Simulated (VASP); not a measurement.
# Hg (P6_3/mmc) in VASP: notebook

The runs below take Hg through single point, with PBE+D3(BJ).

Everything below comes from runs of VASP 6.6.1. Logs are shortened: lines on timing, memory, paths and dates and some standing lists are left out, and cuts for length are marked.

**1. The crystal as given**

It takes space group P6_3/mmc (No. 194, hexagonal). The conventional cell has a = 3.462 Å, b = 3.462 Å, c = 5.488 Å, α = 90.00°, β = 90.00°, γ = 120.00°. Around Hg (site symmetry -6m2) lie 12 Hg at 3.39 to 3.46 Å.

**2. Single point, PBE+D3(BJ)**

File INCAR:

```
SYSTEM = Hg
PREC = Accurate ; ENCUT = 520
EDIFF = 1E-6 ; ISMEAR = 0
SIGMA = 0.15 ; LREAL = .FALSE.
LASPH = .TRUE. ; NELM = 100
ALGO = Fast ; ISIF = 2
LWAVE = .FALSE. ; LCHARG = .FALSE.
GGA = PE ; IVDW = 12
NBANDS = 19
```

File KPOINTS:

```
Automatic mesh
0
G
  18 18 10
  0 0 0
```

File POSCAR:

```
Hg
1.0
    3.4618096384      0.0000000000      0.0000000000
   -1.7309048192      2.9980150899      0.0000000000
    0.0000000000      0.0000000000      5.4875482800
Hg
2
Direct
    0.6666666667      0.3333333333      0.7500000000
    0.3333333333      0.6666666667      0.2500000000
```

Potentials or basis: VASP PAW PBE potentials, release 64 (Hg).

Started as:

```
> cat potpaw_PBE.64/Hg/POTCAR > POTCAR
> mpirun -np 1 vasp_std > vasp.out
```

OUTCAR:

```text
SYSTEM = Hg
   PREC = Accurate
   ENCUT = 520
   EDIFF = 1E-6
   ISMEAR = 0
   LREAL = .FALSE.
   LASPH = .TRUE.
   NELM = 100
   ISIF = 2
   GGA = PE
   IVDW = 12
 IVDW          = 12

 ion  position               nearest neighbor table
   1  0.667  0.333  0.750-   2 3.39   2 3.39   2 3.39   2 3.39   2 3.39   2 3.39
   2  0.333  0.667  0.250-   1 3.39   1 3.39   1 3.39   1 3.39   1 3.39   1 3.39

  LATTYP: Found a hexagonal cell.
 ALAT       =     3.4618096384
 C/A-ratio  =     1.5851675433

  Lattice vectors:

 A1 = (   3.4618096384,   0.0000000000,   0.0000000000)
 A2 = (  -1.7309048192,   2.9980150899,   0.0000000000)
 A3 = (   0.0000000000,   0.0000000000,   5.4875482800)

Analysis of symmetry for initial positions (statically):
=====================================================================
 Subroutine PRICEL returns:
 Original cell was already a primitive cell.

 Routine SETGRP: Setting up the symmetry group for a
 hexagonal supercell.

 Subroutine GETGRP returns: Found 24 space group operations
 (whereof 12 operations were pure point group operations)
 out of a pool of 24 trial point group operations.

The static configuration has the point symmetry D_3d.
 The point group associated with its full space group is D_6h.

Analysis of symmetry for dynamics (positions and initial velocities):
=====================================================================
 Subroutine PRICEL returns:
 Original cell was already a primitive cell.

 Routine SETGRP: Setting up the symmetry group for a
 hexagonal supercell.

 Subroutine GETGRP returns: Found 24 space group operations
 (whereof 12 operations were pure point group operations)
 out of a pool of 24 trial point group operations.

The dynamic configuration has the point symmetry D_3d.
 The point group associated with its full space group is D_6h.

 Subroutine INISYM returns: Found 24 space group operations
 (whereof 12 operations are pure point group operations),
 and found     1 'primitive' translations

----------------------------------------------------------------------------------------

                                     Primitive cell

  volume of cell :      56.9528

  direct lattice vectors                    reciprocal lattice vectors
     3.461809638  0.000000000  0.000000000     0.288866259  0.166777012  0.000000000
    -1.730904819  2.998015090  0.000000000     0.000000000  0.333554025  0.000000000
     0.000000000  0.000000000  5.487548280     0.000000000  0.000000000  0.182230743

  length of vectors
     3.461809638  3.461809638  5.487548280     0.333554025  0.333554025  0.182230743

  position of ions in fractional coordinates (direct lattice)
     0.666666667  0.333333333  0.750000000
     0.333333333  0.666666667  0.250000000

  ion indices of the primitive-cell ions
   primitive index   ion index
                 1           1
                 2           2

----------------------------------------------------------------------------------------

 KPOINTS: Automatic mesh

Automatic generation of k-mesh.
 Grid dimensions read from file:
 generate k-points for:   18   18   10

 Generating k-lattice:

  Cartesian coordinates                     Fractional coordinates (reciprocal lattice)
     0.016048126  0.009265390  0.000000000     0.055555556  0.000000000  0.000000000
     0.000000000  0.018530779  0.000000000     0.000000000  0.055555556  0.000000000
     0.000000000  0.000000000  0.018223074     0.000000000  0.000000000  0.100000000

  Length of vectors
     0.018530779  0.018530779  0.018223074

  Shift w.r.t. Gamma in fractional coordinates (k-lattice)
     0.000000000  0.000000000  0.000000000

 Subroutine IBZKPT returns following result:
 ===========================================

 Found    222 irreducible k-points:

 Following reciprocal coordinates:
            Coordinates               Weight
  0.000000  0.000000  0.000000      1.000000
  0.055556  0.000000  0.000000      6.000000
  0.111111  0.000000  0.000000      6.000000
  0.166667 -0.000000  0.000000      6.000000
  0.222222 -0.000000  0.000000      6.000000
  0.277778 -0.000000  0.000000      6.000000
[... 16 lines left out ...]
  0.333333  0.111111  0.000000     12.000000
  0.388889  0.111111  0.000000     12.000000
 [... further k-points ...]
   k-points           NKPTS =    222   k-points in BZ     NKDIM =    222   number of bands    NBANDS=     19
   number of dos      NEDOS =    301   number of ions     NIONS =      2
   total plane-waves  NPLWV =  32928
   dimension x,y,z NGX =    28 NGY =   28 NGZ =   42
   dimension x,y,z NGXF=    56 NGYF=   56 NGZF=   84
   ions per type =               2
   NGX,Y,Z   is equivalent  to a cutoff of  13.45, 13.45, 12.72 a.u.
   NGXF,Y,Z  is equivalent  to a cutoff of  26.89, 26.89, 25.45 a.u.
 SYSTEM =  Hg
   PREC   = accura    normal or accurate (medium, high low for compatibility)
   ISTART =      0    job   : 0-new  1-cont  2-samecut
   ICHARG =      2    charge: 1-file 2-atom 10-const
   ISPIN  =      1    spin polarized calculation?
   LNONCOLLINEAR =      F non collinear calculations
   LSORBIT =      F    spin-orbit coupling
   LASPH  =      T    aspherical Exc in radial PAW
   ENCUT  =  520.0 eV  38.22 Ry    6.18 a.u.   6.44  6.44 10.20*2*pi/ulx,y,z
   NELM   =    100;   NELMIN=  2; NELMDL= -5     # of ELM steps
   EDIFF  = 0.1E-05   stopping-criterion for ELM
   LREAL  =      F    real-space projection
   EDIFFG = 0.1E-04   stopping-criterion for IOM
   NSW    =      0    number of steps for IOM
   IBRION =     -1    ionic relax: 0-MD 1-quasi-New 2-CG
   NFREE  =      0    steps in history (QN), initial steepest desc. (CG)
   ISIF   =      2    stress and relaxation
   ISYM   =      2    0-nonsym 1-usesym 2-fastsym
   POTIM  = 0.5000    time-step for ionic-motion
   TEBEG  =    0.0;   TEEND  =   0.0 temperature during run
   PSTRESS=    0.0 pullay stress
   NELECT =      24.0000    total number of electrons
   NUPDOWN=      -1.0000    fix difference up-down
   EMIN   =  10.00;   EMAX   =-10.00  energy-range for DOS
   EFERMI =   0.00;   METHOD = LEGACY
   ISMEAR =     0;   SIGMA  =   0.15  broadening in eV -4-tet -1-fermi 0-gaus
   EFERMI_NEDOS =   21; number of points for ismear=-14 and -15
   IALGO  =     68    algorithm
   IMIX   =      4    mixing-type and parameters
     AMIX     =   0.40;   BMIX     =  1.00
     AMIX_MAG =   1.60;   BMIX_MAG =  1.00
  volume/ion in A,a.u.               =      28.48       192.17
  Fermi-wavevector in a.u.,A,eV,Ry     =   1.227364  2.319382 20.496128  1.506423
  Thomas-Fermi vector in A             =   2.362330
   LORBIT       =      0    0 simple, 1 ext, 2 COOP (PROOUT), +10 PAW based schemes
   GGA     = PE    functional components
   LHFCALC =     F    Hartree Fock is set to
   AEXX    =    0.0000 exact exchange contribution
   IVDW    =    12    specifies the selected vdW correction
   LEPSILON=     F    determine dielectric tensor
   LRPA    =     F    only Hartree local field effects (RPA)
 non-spin polarized calculation
 RMM-DIIS sequential band-by-band and
 Gauss-broadening in eV      SIGMA  =   0.15
  energy-cutoff  :      520.00
  volume of cell :       56.95
 maximum number of plane-waves:      1562
 NGX is ok and might be reduce to    28
   NGX = 13   NGY = 13   NGZ = 21

 number of electron      24.0000000 magnetization

 Free energy of the ion-electron system (eV)
  ---------------------------------------------------
  ext. energy  EPLUGINS =         0.00000000
  ---------------------------------------------------
  free energy    TOTEN  =        -0.35898131 eV

  energy without entropy =       -0.35678189  energy(sigma->0) =       -0.35788160

 E-fermi :   1.0120     XC(G=0):  -9.8343

 val. band max:        0.9986498647   @ k =   0.2222   0.2222   0.0000
 cond. band min:       1.0195874179   @ k =   0.5000  -0.0000   0.4000
 fundamental gap:      0.0209375533
 Fermi energy:         1.0120471415

 k-point     1 :       0.0000    0.0000    0.0000
  band No.  band energies     occupation
      1      -6.2311      2.00000
      2      -5.6541      2.00000
      3      -5.0106      2.00000
      4      -5.0079      2.00000
      5      -5.0079      2.00000
      6      -4.9108      2.00000
[... 11 lines left out ...]
     18      14.2109      0.00000
     19      14.7651      0.00000

 k-point     2 :       0.0556    0.0000    0.0000
  band No.  band energies     occupation
      1      -6.1739      2.00000
      2      -5.6294      2.00000
      3      -5.0541      2.00000
      4      -4.9881      2.00000
      5      -4.9610      2.00000
      6      -4.9149      2.00000
[... 11 lines left out ...]
     18      14.7441      0.00000
     19      15.1258      0.00000

 k-point     3 :       0.1111    0.0000    0.0000
  band No.  band energies     occupation
      1      -6.0088      2.00000
      2      -5.5641      2.00000
      3      -5.0940      2.00000
      4      -4.9339      2.00000
      5      -4.9307      2.00000
      6      -4.8905      2.00000
[... 11 lines left out ...]
     18      14.7984      0.00000
     19      15.0805      0.00000

 k-point     4 :       0.1667   -0.0000    0.0000
  band No.  band energies     occupation
      1      -5.7666      2.00000
      2      -5.4890      2.00000
      3      -5.1063      2.00000
      4      -4.9547      2.00000
      5      -4.9367      2.00000
      6      -4.9096      2.00000
[... 407 lines left out ...]
     18      11.5876      0.00000
     19      12.9513      0.00000

 k-point    23 :       0.3333    0.1111    0.0000
  band No.  band energies     occupation
      1      -5.5072      2.00000
      2      -5.3760      2.00000
      3      -5.3589      2.00000
      4      -5.0770      2.00000
      5      -4.8064      2.00000
      6      -4.7835      2.00000
[... 11 lines left out ...]
     18      11.2258      0.00000
     19      12.6767      0.00000

 k-point    24 :       0.3889    0.1111    0.0000
  band No.  band energies     occupation
      1      -5.5387      2.00000
      2      -5.4279      2.00000
      3      -5.3740      2.00000
      4      -5.0890      2.00000
      5      -4.8105      2.00000
      6      -4.7668      2.00000
[... 11 lines left out ...]
     18      10.9986      0.00000
     19      12.5118      0.00000

 [... further k-points ...]

------------------------ aborting loop because EDIFF is reached ----------------------------------------

 Edisp (eV)   -0.73635

 E8    (eV) :    -0.3349

  FORCE on cell =-STRESS in cart. coord.  units (eV):
  Direction    XX          YY          ZZ          XY          YZ          ZX
  --------------------------------------------------------------------------------------
  -------------------------------------------------------------------------------------
  Total      -0.35548    -0.35548    -0.38805     0.00000    -0.00000     0.00000
  in kB     -10.00035   -10.00035   -10.91654     0.00000    -0.00000     0.00000
  external pressure =      -10.31 kB  Pullay stress =        0.00 kB

 VOLUME and BASIS-vectors are now :
 -----------------------------------------------------------------------------
  energy-cutoff  :      520.00
  volume of cell :       56.95
      direct lattice vectors                 reciprocal lattice vectors
     3.461809638  0.000000000  0.000000000     0.288866259  0.166777012  0.000000000
    -1.730904819  2.998015090  0.000000000     0.000000000  0.333554025  0.000000000
     0.000000000  0.000000000  5.487548280     0.000000000  0.000000000  0.182230743

 POSITION                                       TOTAL-FORCE (eV/Angst)
 -----------------------------------------------------------------------------------
      1.73090      0.99934      4.11566         0.000000     -0.000000     -0.000000
     -0.00000      1.99868      1.37189        -0.000000      0.000000      0.000000
 -----------------------------------------------------------------------------------
    total drift:                               -0.000000      0.000000     -0.000000

  FREE ENERGIE OF THE ION-ELECTRON SYSTEM (eV)
  ---------------------------------------------------
  free  energy   TOTEN  =        -1.0953348483 eV

  energy  without entropy=       -1.0931354329  energy(sigma->0) =       -1.09423514
```

It took 98 s on 1 thread of AMD EPYC 9R45 (Zen 5), shared host; peak memory 0.3 GiB.

Results:

```yaml
Free_energy: -1.0953 eV
Pressure: -1.0 GPa
Band_gap_on_the_k_mesh: none (metal or under the smearing width)
Dispersion_energy_per_atom: -0.368 eV
```

Stress tensor (GPa, compression positive):
```
-1.00  0.00  0.00
 0.00 -1.00  0.00
 0.00  0.00 -1.09
```

Caveat: pairwise dispersion overbinds metals, which lowers pressure and volume. The run has no spin-orbit coupling, so splittings on Hg are missing.

**3. Single point, PBE+D3(BJ)**

File INCAR:

```
SYSTEM = Hg
PREC = Accurate
ENCUT = 520
EDIFF = 1E-6
ISMEAR = 0
SIGMA = 0.15
LREAL = .False.
LASPH = .True.
NELM = 100
ALGO = Fast
ISIF = 2
LWAVE = .False.
LCHARG = .False.
GGA = PE
IVDW = 12
NBANDS = 19
```

File KPOINTS:

```
Automatic mesh
0
Gamma
  15 15 10
  0 0 0
```

POSCAR is that of step 2.

Potentials or basis: VASP PAW PBE potentials, release 64 (Hg).

Started as:

```
> cat potpaw_PBE.64/Hg/POTCAR > POTCAR
> mpirun -np 1 vasp_std > vasp.out
```

OUTCAR:

```text
SYSTEM = Hg
   PREC = Accurate
   ENCUT = 520
   EDIFF = 1E-6
   ISMEAR = 0
   LREAL = .False.
   LASPH = .True.
   NELM = 100
   ISIF = 2
   GGA = PE
   IVDW = 12
 IVDW          = 12

 ion  position               nearest neighbor table
   1  0.667  0.333  0.750-   2 3.39   2 3.39   2 3.39   2 3.39   2 3.39   2 3.39
   2  0.333  0.667  0.250-   1 3.39   1 3.39   1 3.39   1 3.39   1 3.39   1 3.39

  LATTYP: Found a hexagonal cell.
 ALAT       =     3.4618096384
 C/A-ratio  =     1.5851675433

  Lattice vectors:
[... 722 lines left out ...]

 Edisp (eV)   -0.73635

 E8    (eV) :    -0.3349

  FORCE on cell =-STRESS in cart. coord.  units (eV):
  Direction    XX          YY          ZZ          XY          YZ          ZX
  --------------------------------------------------------------------------------------
  -------------------------------------------------------------------------------------
  Total      -0.35243    -0.35243    -0.38820     0.00000     0.00000     0.00000
  in kB      -9.91445    -9.91445   -10.92057     0.00000     0.00000     0.00000
  external pressure =      -10.25 kB  Pullay stress =        0.00 kB

 VOLUME and BASIS-vectors are now :
 -----------------------------------------------------------------------------
  energy-cutoff  :      520.00
  volume of cell :       56.95
      direct lattice vectors                 reciprocal lattice vectors
     3.461809638  0.000000000  0.000000000     0.288866259  0.166777012  0.000000000
    -1.730904819  2.998015090  0.000000000     0.000000000  0.333554025  0.000000000
     0.000000000  0.000000000  5.487548280     0.000000000  0.000000000  0.182230743

 POSITION                                       TOTAL-FORCE (eV/Angst)
 -----------------------------------------------------------------------------------
      1.73090      0.99934      4.11566         0.000000     -0.000000      0.000000
     -0.00000      1.99868      1.37189        -0.000000      0.000000      0.000000
 -----------------------------------------------------------------------------------
    total drift:                               -0.000000      0.000000     -0.000000

  FREE ENERGIE OF THE ION-ELECTRON SYSTEM (eV)
  ---------------------------------------------------
  free  energy   TOTEN  =        -1.0953269475 eV

  energy  without entropy=       -1.0931878915  energy(sigma->0) =       -1.09425742
```

OSZICAR:

```text
N       E                     dE             d eps       ncg     rms          rms(c)
DAV:   1     0.175479726496E+03    0.17548E+03   -0.12147E+04  6156   0.119E+03
DAV:   2     0.404002653174E+01   -0.17144E+03   -0.16314E+03  6447   0.306E+02
DAV:   3    -0.378517436898E+00   -0.44185E+01   -0.44053E+01  6969   0.533E+01
DAV:   4    -0.386333925677E+00   -0.78165E-02   -0.78157E-02  6720   0.224E+00
DAV:   5    -0.386347777370E+00   -0.13852E-04   -0.13852E-04  6776   0.886E-02    0.277E+00
RMM:   6    -0.359900987182E+00    0.26447E-01   -0.63696E-02  6192   0.206E+00    0.220E+00
RMM:   7    -0.358784290168E+00    0.11167E-02   -0.12739E-02  6394   0.745E-01    0.901E-01
RMM:   8    -0.358925626737E+00   -0.14134E-03   -0.16577E-03  6478   0.487E-01    0.494E-02
RMM:   9    -0.358961180892E+00   -0.35554E-04   -0.14819E-04  6720   0.997E-02    0.328E-02
RMM:  10    -0.358973762325E+00   -0.12581E-04   -0.39295E-05  6560   0.710E-02    0.777E-03
RMM:  11    -0.358973409064E+00    0.35326E-06   -0.21446E-06  4534   0.126E-02
   1 F= -.10953269E+01 E0= -.10942574E+01  d E =-.213906E-02
```

stdout:

```text
POSCAR found type information on POSCAR Hg
 POSCAR found :  1 types and       2 ions
 scaLAPACK will be used
 LDA part: xc-table for (Slater+PW92), standard interpolation
 POSCAR, INCAR and KPOINTS ok, starting setup
 FFT: planning ... GRIDC
 FFT: planning ... GRID_SOFT
 FFT: planning ... GRID
 WAVECAR not read
 entering main loop
```

Run time: 66 s. Hardware: 1 thread of AMD EPYC 9R45 (Zen 5), shared host; peak memory 0.26 GiB.

Results:

```yaml
Free_energy: -1.0953 eV
Pressure: -1.0 GPa
Band_gap_on_the_k_mesh: none (metal or under the smearing width)
Dispersion_energy_per_atom: -0.368 eV
```

Levels at points of the mesh, in eV from the Fermi level:
| k point | band 8 | band 9 | band 10 | band 11 | band 12 | band 13 | band 14 | band 15 | band 16 | band 17 |
| --- | --- | --- | --- | --- | --- | --- | --- | --- | --- | --- |
| (0.00, 0.00, 0.00) | -5.85 | -5.85 | -5.33 | -5.33 | -1.27 | -0.33 | 11.04 | 11.04 | 12.75 | 13.19 |
| (0.00, 0.00, 0.50) | -5.49 | -5.49 | -5.49 | -5.44 | -5.44 | 6.62 | 6.62 | 12.05 | 12.05 | 12.05 |

Caveat: pairwise dispersion overbinds metals, which lowers pressure and volume. The run has no spin-orbit coupling, so splittings on Hg are missing.
